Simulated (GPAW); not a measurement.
# BaS (Fm-3m) in GPAW: notebook

One crystal, BaS, is run at these levels: r2SCAN; tasks: band structure.

Program: GPAW 26.7.0. These are calculated values, not measurements. Logs are shortened: lines on timing, memory, paths and dates and some standing lists are left out, and cuts for length are marked. The log counts tension as positive stress, the text compression.

**The experiment to reproduce.**

A printed reference work, monograph, original work of 1988 reports, for a bulk crystal of BaS at 2 K: band gap 3.806 eV (indirect).

How close the calculation comes is told below.

### 1 The structure

The structure is cubic, space group Fm-3m (No. 225). Conventional cell: a = 6.388 Å, b = 6.388 Å, c = 6.388 Å, α = 90.00°, β = 90.00°, γ = 90.00°. Ba (site symmetry m-3m) is surrounded by 6 S at 3.19 Å. S (site symmetry m-3m) has 6 Ba at 3.19 Å as nearest neighbours.

### 2 Band structure, r2SCAN

Input file run.py:

```python
from ase import Atoms
from ase.dft.bandgap import bandgap
from ase.io import write
from ase.units import GPa
from gpaw import GPAW, PW

atoms = Atoms(['Ba', 'S'],
              cell=[[0.0, 3.19375, 3.19375],
                    [3.19375, 0.0, 3.19375],
                    [3.19375, 3.19375, 0.0]],
              scaled_positions=[[0.0, 0.0, 0.0],
                                [0.5, 0.5, 0.5]],
              pbc=True)

calc = GPAW(mode=PW(600),
            xc='MGGA_X_R2SCAN+MGGA_C_R2SCAN',
            kpts={'size': (7, 7, 7), 'gamma': True},
            occupations={'name': 'fermi-dirac', 'width': 0.05},
            nbands=16,
            convergence={'density': 1e-05, 'energy': 1e-05},
            maxiter=150,
            txt='gpaw.txt')
atoms.calc = calc
energy = atoms.get_potential_energy()
forces = atoms.get_forces()
stress = atoms.get_stress()
calc.write('gs.gpw')
write('result.traj', atoms)
print(f'Energy: {energy:.6f} eV')
print('Forces (eV/A):')
print(forces.round(4))
print('Stress (GPa):', (stress / GPa).round(3))
print('Fermi level:', round(calc.get_fermi_level(), 4), 'eV')
print(f'Gap: {bandgap(calc)[0]:.4f} eV, direct: {bandgap(calc, direct=True)[0]:.4f} eV')

path = atoms.cell.bandpath('GXWKGLUWLK,UX', npoints=80, eps=1e-4)
bs_calc = calc.fixed_density(kpts=path, symmetry='off', nbands=29,
                             convergence={'bands': 'CBM+6.0', 'eigenstates': 1e-6}, txt='bands.txt')
bs = bs_calc.band_structure()
bs.write('bs.json')
print(f'Gap on the path: {bandgap(bs_calc)[0]:.4f} eV')
```

Potentials or basis: GPAW PAW data sets (gpaw-data 1.2.1), pw.

On the command line:

```sh
> OMP_NUM_THREADS=1 python run.py
```

gpaw.txt:

```text
__  _  _
 | _ |_)|_||  |
 |__||  | ||/\| - 26.7.0

Input parameters:
  mode=PW(ecut=600.0),
  convergence={'density': 1e-05, 'energy': 1e-05},
  kpts=MonkhorstPack(size=(7, 7, 7), gamma=True),
  maxiter=150,
  nbands=16,
  occupations=Occupations(name='fermi-dirac', width=0.05),
  xc=XC(name='MGGA_X_R2SCAN+MGGA_C_R2SCAN')

Diagonalizing LCAO Hamiltonian
Converting LCAO to pw mode

                 S

       Ba

Atoms  # Å, Bohr magnetons
|   | symbol |        x |        y |        z |    initial magnetic moments |
|---|--------|----------|----------|----------|-----------------------------|
| 0 |     Ba | 0.000000 | 0.000000 | 0.000000 | ( 0.0000,  0.0000,  0.0000) |
| 1 |      S | 3.193750 | 3.193750 | 3.193750 | ( 0.0000,  0.0000,  0.0000) |

Unit cell  # Å
| periodic |        x |        y |        z |  lengths |    angles |
|----------|----------|----------|----------|----------|-----------|
|      yes | 0.000000 | 3.193750 | 3.193750 | 4.516645 | 60.000000 |
|      yes | 3.193750 | 0.000000 | 3.193750 | 4.516645 | 60.000000 |
|      yes | 3.193750 | 3.193750 | 0.000000 | 4.516645 | 60.000000 |

Number of symmetries: 48
Symmetry operations  # r_c * U_cc + t_c -> r_c
|    | kind |            matrix            |
|----|------|------------------------------|
|  0 |  σ   |  1, 0, 0,  1, 0,-1,  1,-1, 0 |
|  1 |  C2  |  1, 0, 0,  1,-1, 0,  1, 0,-1 |
|  2 |  E   |  1, 0, 0,  0, 1, 0,  0, 0, 1 |
|  3 |  σ   |  1, 0, 0,  0, 0, 1,  0, 1, 0 |
|  4 |  C4  |  1, 0,-1,  1, 0, 0,  1,-1, 0 |
|  5 |  S6  |  1, 0,-1,  1,-1, 0,  1, 0, 0 |
|  6 |  σ   |  1, 0,-1,  0, 1,-1,  0, 0,-1 |
|  7 |  C3  |  1, 0,-1,  0, 0,-1,  0, 1,-1 |
|  8 |  S6  |  1,-1, 0,  1, 0, 0,  1, 0,-1 |
|  9 |  C4  |  1,-1, 0,  1, 0,-1,  1, 0, 0 |
| 10 |  C3  |  1,-1, 0,  0,-1, 1,  0,-1, 0 |
| 11 |  σ   |  1,-1, 0,  0,-1, 0,  0,-1, 1 |
| 12 |  σ   |  0, 1, 0,  1, 0, 0,  0, 0, 1 |
| 13 |  C4  |  0, 1, 0,  0, 1,-1, -1, 1, 0 |
| 14 |  C3  |  0, 1, 0,  0, 0, 1,  1, 0, 0 |
| 15 |  S6  |  0, 1, 0, -1, 1, 0,  0, 1,-1 |
| 16 |  C2  |  0, 1,-1,  1, 0,-1,  0, 0,-1 |
| 17 |  σ   |  0, 1,-1,  0, 1, 0, -1, 1, 0 |
| 18 |  S4  |  0, 1,-1,  0, 0,-1,  1, 0,-1 |
| 19 |  C4  |  0, 1,-1, -1, 1, 0,  0, 1, 0 |
| 20 |  C3  |  0, 0, 1,  1, 0, 0,  0, 1, 0 |
| 21 |  σ   |  0, 0, 1,  0, 1, 0,  1, 0, 0 |
| 22 |  S6  |  0, 0, 1,  0,-1, 1, -1, 0, 1 |
| 23 |  C4  |  0, 0, 1, -1, 0, 1,  0,-1, 1 |
| 24 |  S4  |  0, 0,-1,  1, 0,-1,  0, 1,-1 |
| 25 |  C3  |  0, 0,-1,  0, 1,-1,  1, 0,-1 |
| 26 |  C2  |  0, 0,-1,  0,-1, 0, -1, 0, 0 |
| 27 |  S6  |  0, 0,-1, -1, 0, 0,  0,-1, 0 |
| 28 |  S4  |  0,-1, 1,  1,-1, 0,  0,-1, 0 |
| 29 |  C4  |  0,-1, 1,  0, 0, 1, -1, 0, 1 |
| 30 |  C2  |  0,-1, 1,  0,-1, 0,  1,-1, 0 |
| 31 |  σ   |  0,-1, 1, -1, 0, 1,  0, 0, 1 |
| 32 |  C3  |  0,-1, 0,  1,-1, 0,  0,-1, 1 |
| 33 |  S6  |  0,-1, 0,  0, 0,-1, -1, 0, 0 |
| 34 |  S4  |  0,-1, 0,  0,-1, 1,  1,-1, 0 |
| 35 |  C2  |  0,-1, 0, -1, 0, 0,  0, 0,-1 |
| 36 |  C2  | -1, 1, 0,  0, 1, 0,  0, 1,-1 |
| 37 |  S6  | -1, 1, 0,  0, 1,-1,  0, 1, 0 |
| 38 |  S4  | -1, 1, 0, -1, 0, 1, -1, 0, 0 |
| 39 |  C3  | -1, 1, 0, -1, 0, 0, -1, 0, 1 |
| 40 |  S6  | -1, 0, 1,  0, 0, 1,  0,-1, 1 |
| 41 |  C2  | -1, 0, 1,  0,-1, 1,  0, 0, 1 |
| 42 |  C3  | -1, 0, 1, -1, 1, 0, -1, 0, 0 |
| 43 |  S4  | -1, 0, 1, -1, 0, 0, -1, 1, 0 |
| 44 |  C2  | -1, 0, 0,  0, 0,-1,  0,-1, 0 |
| 45 |  i   | -1, 0, 0,  0,-1, 0,  0, 0,-1 |
| 46 |  σ   | -1, 0, 0, -1, 1, 0, -1, 0, 1 |
| 47 |  C2  | -1, 0, 0, -1, 0, 1, -1, 1, 0 |

BZ-sampling:
  Number of BZ points: 343
  Number of IBZ points: 20

  Monkhorst-Pack size: [7, 7, 7]
  Monkhorst-Pack shift: [0, 0, 0]

K-points  # in reciprocal-cell coordinates
|     |                                coordinates |     weight |
|-----|--------------------------------------------|------------|
|   0 | (  0.00000000,   0.00000000,   0.00000000) | 0.00291545 |
|   1 | (  0.14285714,   0.14285714,   0.00000000) | 0.01749271 |
|   2 | (  0.14285714,   0.14285714,   0.14285714) | 0.02332362 |
|   3 | (  0.28571429,   0.14285714,   0.14285714) | 0.03498542 |
|   4 | (  0.28571429,   0.28571429,   0.00000000) | 0.01749271 |
|   5 | (  0.28571429,   0.28571429,   0.14285714) | 0.06997085 |
|   6 | (  0.28571429,   0.28571429,   0.28571429) | 0.02332362 |
|   7 | (  0.42857143,  -0.28571429,  -0.28571429) | 0.03498542 |
|   8 | (  0.42857143,   0.28571429,  -0.42857143) | 0.13994169 |
|   9 | (  0.42857143,   0.28571429,  -0.28571429) | 0.06997085 |
| ... |                                            |            |
|  19 | (  0.42857143,   0.42857143,   0.42857143) | 0.02332362 |

Plane wave coefficients: 2186
Cutoff: 600.0 eV

Spin-components: 1 (collinear spins)
Bands:           16
Projectors:      11
Spin-degeneracy: 2
Datatype:        complex128

Parallelization:
  kpt:    1
  domain: 1
  band:   1

Density:
  Valence electrons: 16.0
  Components: 1
  Grid points: [27 27 27]
  Charge: 0.0  # |e|

Potential:
  Grid points: [27 27 27]

species:
  Ba:
    name:    Barium
    Z:       56.0
    valence: 10
    core:    46
    charge:  0.0  # [|e|]
    compensation charges:
      type: gauss
      rc: 0.37  # [Å]
      lmax: 2
    cutoffs:
      filter: 2.06  # [Å]
      core: 2.33  # [Å]
    projectors
    | kind |    occ | energy [eV] | rcut [Å] |
    |------|--------|-------------|----------|
    |   5s |  2.000 |     -33.644 |    1.164 |
    |   6s |  2.000 |      -3.229 |    1.164 |
    |   5p |  6.000 |     -18.744 |    1.164 |
    |    p |        |       0.000 |    1.164 |
    |    d |        |       0.000 |    1.164 |
    |    d |        |      27.211 |    1.164 |

    Using partial waves for Ba as LCAO basis

  S:
    name:    Sulfur
    Z:       16.0
    valence: 6
    core:    10
    charge:  0.0  # [|e|]
    compensation charges:
      type: gauss
      rc: 0.24  # [Å]
      lmax: 2
    cutoffs:
      filter: 1.77  # [Å]
      core: 1.66  # [Å]
    projectors
    | kind |    occ | energy [eV] | rcut [Å] |
    |------|--------|-------------|----------|
    |   3s |  2.000 |     -17.254 |    0.974 |
    |   3p |  4.000 |      -7.008 |    0.979 |
    |    s |        |       9.957 |    0.974 |
    |    p |        |      20.203 |    0.979 |
    |    d |        |       0.000 |    0.900 |

    Using partial waves for S as LCAO basis

Reference energy: -232135.462409  # eV

eigensolver:
  PPCG
  Converge bands: occupied
  niter=2

density mixing:
  MSR1-Mixer
  Pratt-step length: 0.05
  Maximum mixing coefficient: 0.75
  Old densities: 10
  SVD Regularization: 0.005
  Good broyden scale: 1.0
  Trust region scale: 1.0
  Backstep threshold: 4.0
  History deletion threshold: 6.0
  Fourier metric: weight=20.0, sigma=0.015

occupation numbers:
  Fermi-Dirac:
    width: 0.0500  # eV

poisson solver:
  ecut: 4800.0  # eV

xc functional:
  name: MGGA_X_R2SCAN+MGGA_C_R2SCAN with 2 nearest neighbor stencil

convergence criteria:
- Maximum integral of absolute [dens]ity change: 1e-05 electrons / valence electron
- Maximum [total energy] change in last 3 cyles: 1e-05 eV / valence electron
- Maximum integral of absolute [eigenst]ate change: 4e-08 eV^2 / valence electron
maximum number of iterations: 150

SCF iterations
|iter     | |      energy | eigst |  dens |
|---------|-|-------------|-------|-------|
|iter:   1| |  -34.988114 | -0.18 |       |
|iter:   2| |  -30.132986 | -1.76 | -1.03 |
|iter:   3| | -842.227575 | +1.05 | -1.04 |
|iter:   4| |  -30.015510 | +1.59 | +0.37 |
|iter:   5| |  -29.809464 | -0.05 | -0.88 |
|iter:   6| |  -29.784582 | -1.98 | -1.61 |
|iter:   7| |  -29.783367 | -3.48 | -1.94 |
|iter:   8| |  -29.783214 | -4.15 | -2.53 |
|iter:   9| |  -29.782943 | -5.05 | -2.64 |
|iter:  10| |  -29.782923 | -5.97 | -3.32 |
|iter:  11| |  -29.782924c| -7.05 | -4.18 |
|iter:  12| |  -29.782924c| -8.40c| -4.78 |
|iter:  13| |  -29.782924c| -8.39c| -5.09c|

Converged in 13 steps
Energy contributions relative to reference atoms: (reference = -232135.462409)

Energy contributions:
  Kinetic:          -4.160476
  Coulomb:           5.776066
  Zero:             -0.673150
  External:          0.000000
  Xc:              -30.725364
  Entropy:          -0.000000
  Spinorbit:         0.000000
  ----------------------------
  Free energy:     -29.782924
  Extrapolated:    -29.782924

dipole moment: (-38.535350, -38.535350, -38.535350)  # |e|*Ang

Fermi level: 6.156
Eigenvalues  # (at kpt = [0.000, 0.000, 0.000])
| band index |      eig [eV] | occ [0-2] |
|------------|---------------|-----------|
|          0 |       -22.116 |     2.000 |
|          1 |        -6.809 |     2.000 |
|          2 |        -6.809 |     2.000 |
|          3 |        -6.809 |     2.000 |
|          4 |        -6.154 |     2.000 |
|          5 |         4.625 |     2.000 |
[... 8 lines left out ...]
|         14 |        13.722 |     0.000 |
|         15 |        19.990 |     0.000 |

Gap: 2.545 eV
Transition (v -> c):
  (s=0, k=0, n=7, [0.00, 0.00, 0.00]) -> (s=0, k=16, n=8, [0.43, 0.43, 0.00])
Direct/indirect transitions are different
Direct gap: 2.682 eV
Transition at: (s=0, k=16, n=7, [0.43, 0.43, 0.00])

Forces  # eV/Ang
|        x |        y |        z |
|----------|----------|----------|
| -0.00000 | -0.00000 | -0.00000 |  # Ba   0
| -0.00000 |  0.00000 | -0.00000 |  # S    1

Stress tensor  # eV/Ang^3
|         x |         y |         z |
|-----------|-----------|-----------|
| -0.007546 |  0.000000 |  0.000000 |
|  0.000000 | -0.007546 |  0.000000 |
|  0.000000 |  0.000000 | -0.007546 |

# Writing to gs.gpw (mode='')
```

Run time: 4 min. Hardware: 1 thread of Arm Neoverse V1, shared host; peak memory 0.43 GiB.

What came out:

```
Free energy             : -29.7829 eV
Pressure                : 1.2 GPa
Band gap on the k mesh  : 2.54 eV, indirect (least direct gap 2.68 eV)
Band gap along the path : 2.48 eV, indirect (least direct gap 2.61 eV)
```

Levels at the corners of the path, in eV from the valence-band top:
| point | band 5 | band 6 | band 7 | band 8 | band 9 | band 10 | band 11 | band 12 |
| --- | --- | --- | --- | --- | --- | --- | --- | --- |
| Γ | -10.78 | 0.00 | 0.00 | 0.00 | 4.25 | 4.32 | 4.32 | 4.32 |
| X | -10.70 | -0.51 | -0.13 | -0.13 | 2.48 | 6.53 | 6.74 | 8.06 |
| W | -10.09 | -1.10 | -0.47 | -0.47 | 4.71 | 4.71 | 6.95 | 7.58 |
| K | -10.14 | -0.91 | -0.59 | -0.52 | 3.69 | 6.45 | 7.26 | 7.30 |
| Γ | -10.78 | 0.00 | 0.00 | 0.00 | 4.25 | 4.32 | 4.32 | 4.32 |
| L | -9.45 | -1.89 | -1.07 | -1.07 | 6.05 | 6.13 | 6.87 | 6.87 |
| U | -10.14 | -0.91 | -0.59 | -0.52 | 3.69 | 6.45 | 7.26 | 7.30 |
| W | -10.09 | -1.10 | -0.47 | -0.47 | 4.71 | 4.71 | 6.95 | 7.58 |
| L | -9.45 | -1.89 | -1.07 | -1.07 | 6.05 | 6.13 | 6.87 | 6.87 |
| K | -10.14 | -0.91 | -0.59 | -0.52 | 3.69 | 6.45 | 7.26 | 7.30 |
| U | -10.14 | -0.91 | -0.59 | -0.52 | 3.69 | 6.45 | 7.26 | 7.30 |
| X | -10.70 | -0.51 | -0.13 | -0.13 | 2.48 | 6.53 | 6.74 | 8.06 |

Caveat: the PAW data sets were made with another functional, which shifts forces and pressure a little; spin-orbit coupling is left out, which moves the levels of the heavy elements.

[end of part 1 of 2]
